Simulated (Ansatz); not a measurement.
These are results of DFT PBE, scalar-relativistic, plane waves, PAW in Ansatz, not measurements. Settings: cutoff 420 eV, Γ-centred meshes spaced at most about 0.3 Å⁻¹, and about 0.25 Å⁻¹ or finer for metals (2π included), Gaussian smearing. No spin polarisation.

All energies are static (0 K, no zero-point motion).

Task: Order these relaxed structures of Nb₃N by energy, lowest first, with the energy over the lowest of them.
A.

```
CELL_PARAMETERS angstrom
4.20146 0.00000 0.00000
0.00000 4.20146 0.00000
0.00000 0.00000 4.20146
ATOMIC_POSITIONS crystal
Nb 0.50000 0.00000 0.00000
Nb 0.00000 0.50000 0.00000
Nb 0.00000 0.00000 0.50000
N 0.00000 0.00000 0.00000
```

B.

```
CELL_PARAMETERS angstrom
-2.51322 2.51322 2.51322
2.51322 -2.51322 2.51322
2.51322 2.51322 -2.51322
ATOMIC_POSITIONS crystal
Nb 0.00000 0.50000 0.50000
Nb 0.50000 0.00000 0.50000
Nb 0.50000 0.50000 0.00000
N 0.00000 0.00000 0.00000
```

C.

```
CELL_PARAMETERS angstrom
3.89831 0.00000 0.00000
0.00000 3.89831 0.00000
0.00000 0.00000 3.89831
ATOMIC_POSITIONS crystal
Nb 0.00000 0.50000 0.50000
Nb 0.50000 0.00000 0.50000
Nb 0.50000 0.50000 0.00000
N 0.00000 0.00000 0.00000
```

Result: A (0 meV/atom), C (602 meV/atom), B (742 meV/atom). Forms: A anti-ReO3 type, Pm-3m; C Cu3Au (L1_2) type, Pm-3m; B Im-3m. Counting Nb atoms around N (those within 1.25 times the shortest such distance or 1.15 times the sum of covalent radii): A has N 6; C has N 12; B has N 6. All come from invented guesses. The lowest form computed isn't among them: it has space group Pm (No. 6), 17.3 Å³/atom and lies 56 meV/atom below the best shown. Even the lowest of the cells shown lies +0.16 eV/atom against the elements.

Cells relaxed within their symmetry can be saddle points. Some structure types and database cells were kept out of the candidates from the start, so a known form may be missing.
